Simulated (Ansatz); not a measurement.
**BN: pulling the crystal apart**

This session takes BN and sets out to open the crystal across a (0 0 1) plane.

Computed with Ansatz 0.2.0 (DFT PBE, scalar-relativistic, plane waves, PAW, unless a step's input says otherwise).

2 further runs of the same task are left out: 2 set aside as unsound or not needed. Runs told in other sessions of the task aren't counted.

### Step 1. The starting structure

The structure is hexagonal, space group P6_3mc (No. 186). The conventional cell has a = 2.555 Å, b = 2.555 Å, c = 4.225 Å, α = 90.00°, β = 90.00°, γ = 120.00°. Around B (site symmetry 3m) lie 4 N at 1.57 to 1.58 Å. N (site symmetry 3m) is surrounded by 4 B at 1.57 to 1.58 Å.

Coordinates:

```
CELL_PARAMETERS angstrom
-2.55458 0.00000 0.00000
-1.27729 -2.21233 0.00000
0.00000 0.00000 12.67354
ATOMIC_POSITIONS crystal
B 0.66667 0.66667 0.33327
B 0.66667 0.66667 0.66660
B 0.66667 0.66667 0.99994
B 0.33333 0.33333 0.16660
B 0.33333 0.33333 0.49994
B 0.33333 0.33333 0.83327
N 0.66667 0.66667 0.20840
N 0.66667 0.66667 0.54173
N 0.66667 0.66667 0.87506
N 0.33333 0.33333 0.04173
N 0.33333 0.33333 0.37506
N 0.33333 0.33333 0.70840
```

It goes back to an entry of the Materials Project, which need not be the stable form.

It is built from the cell relaxed beforehand with the same method (5.97 Å³/atom).

### Step 2. The reference: the undisturbed cell on the scan's mesh

Input file input.yaml:

```yaml
crystal:
  lattice:
    - [-2.554580096, 0.0, 0.0]
    - [-1.277290048, -2.2123312592, 0.0]
    - [0.0, 0.0, 12.6735436055]
  atoms:
    - { symbol: B, position: [0.6666666667, 0.6666666667, 0.3332686182] }
    - { symbol: B, position: [0.6666666667, 0.6666666667, 0.6666019516] }
    - { symbol: B, position: [0.6666666667, 0.6666666667, 0.9999352849] }
    - { symbol: B, position: [0.3333333333, 0.3333333333, 0.1666019516] }
    - { symbol: B, position: [0.3333333333, 0.3333333333, 0.4999352849] }
    - { symbol: B, position: [0.3333333333, 0.3333333333, 0.8332686182] }
    - { symbol: "N", position: [0.6666666667, 0.6666666667, 0.2083980484] }
    - { symbol: "N", position: [0.6666666667, 0.6666666667, 0.5417313818] }
    - { symbol: "N", position: [0.6666666667, 0.6666666667, 0.8750647151] }
    - { symbol: "N", position: [0.3333333333, 0.3333333333, 0.0417313818] }
    - { symbol: "N", position: [0.3333333333, 0.3333333333, 0.3750647151] }
    - { symbol: "N", position: [0.3333333333, 0.3333333333, 0.7083980484] }
basis:
  ecutwfc: 420
kpoints:
  mp_grid: { grid: [10, 10, 2] }
hamiltonian:
  xc: pbe
scf:
  occupations: { method: gaussian, width: 0.05 }
output:
  forces: true
  stress: true
  eigenvalues: true
```

The run is started by

```console
$ ansatz run input.yaml --threads 2 --pin off --max-ram 5120MiB --backend cpu --events-out ev --progress --plain --runs-dir out
```

The session goes on with these runs: point d = 1.00 Å; At d = 3.00 Å; At d = 0.50 Å; point d = 2.00 Å; point d = 6.00 Å; d = -0.30 Å; d = 0.25 Å; At d = 1.50 Å; d = 4.50 Å; d = 0.75 Å; d = -0.15 Å.

**Question.** What will these runs give? Wanted: largest traction sampled.

**Answer**, as computed:

| quantity | value |
| --- | --- |
| energy at d = 6.00 Å | 13.74 J/m² |
| largest traction sampled | 93.3 GPa at d = 0.50 Å |

**Reading.** At the widest gap the traction has died away, so 13.74 J/m² is the unrelaxed work of separation, the sum of the two faces' energies. The traction peaks at 93.3 GPa near 0.50 Å, an estimate of the ideal strength of rigid blocks on this coarse sampling. The gap on the mesh, 5.42 eV at the start, reads zero at d = 2.00. Spin polarisation is off in the runs that give these values; a magnetic solution could lie lower. The cell holds empty space of several Å, a single layer or slab in vacuum, so volume, pressure and the long edge depend on that space.
